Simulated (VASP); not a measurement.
A run of VASP 6.6.1 is set up as follows.

Contents of INCAR:

```
SYSTEM = MgO
ALGO = Normal ; EDIFF = 1E-8
ENCUT = 520 ; GGA = CA
IBRION = 8 ; ISIF = 2
ISMEAR = 0 ; LASPH = .True.
LCHARG = .False. ; LEPSILON = .True.
LREAL = .False. ; LWAVE = .False.
NELM = 100 ; NSW = 1
PREC = Accurate ; SIGMA = 0.01
```

KPOINTS

```
k-points
0
Gamma
  9 9 6
  0 0 0
```

POSCAR

```
MgO
1.0
    3.2732499559     -0.0000000029      0.0000000000
   -1.6366249755      2.8347176161      0.0000000000
    0.0000000000      0.0000000000      4.9134045429
Mg O
2 2
Direct
    0.3333333333      0.6666666667      0.0016786292
    0.6666666667      0.3333333333      0.5016786292
    0.3333333333      0.6666666667      0.4029213708
    0.6666666667      0.3333333333      0.9029213708
```

Potentials or basis: VASP PAW LDA potentials, release 64 (Mg, O).

Launch:

```console
$ cat potpaw_LDA.64/Mg/POTCAR potpaw_LDA.64/O/POTCAR > POTCAR
$ mpirun -np 1 vasp_std > vasp.out
```

Task: What does it give for the electronic dielectric tensor (diagonal)?

Result: 2.93, 2.93, 3.04.

Task: Estimate the Born charges (mean of the diagonal).

Result: Mg +1.82; O -1.82 e.

Task: Predict the highest phonon frequency at Γ, LO-TO splitting left out.

Result: 554 cm⁻¹.

Phonon frequencies in cm⁻¹ (negative: imaginary):
```csv
q point,frequencies
"(0.000, 0.000, 0.000)",0 0 0 202 202 444 447 535 552 552 554 554
```

Caveat: the atoms weren't relaxed first, which shifts response properties.
